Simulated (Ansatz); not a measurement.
# CuAu in Ansatz: the effect of functional

CuAu:

```
Au Cu
1.0
     1.41360    0.81614    4.16929
    -1.41360    0.81614    4.16929
     0.00000   -1.63228    4.16929
Au Cu
1 1
Direct
  0.00000 0.00000 0.00000
  0.50000 0.50000 0.50000
```

The cell comes from a database or a generator and needn't be the stable form of this composition.

The cell isn't the ideal one: volume scaled by 0.94.

Alike in all runs:

```yaml
Program: Ansatz 0.2.0
Task: single point
Potentials_or_basis: Ansatz PAW
k_mesh: 11 × 11 × 11
Occupations: fermi-dirac, width 0.05 eV
Spin: no spin polarisation
```

| functional | cutoff | pressure (GPa) |
| --- | --- | --- |
| LDA | 420 eV (not typed: the program's choice for these potentials) | -4.4 |
| PBEsol | 420 eV (not typed: the program's choice for these potentials) | ? |
| r2SCAN | 500 eV (not typed: the program's choice for these potentials) | 4.6 |

Problem. What does the run with functional PBEsol give?

Solution. Pressure 0.8 GPa.

Caveats: the PAW data sets come from PBE, with cores solved anew for the run's functional, which leaves a small shift of forces and pressure.
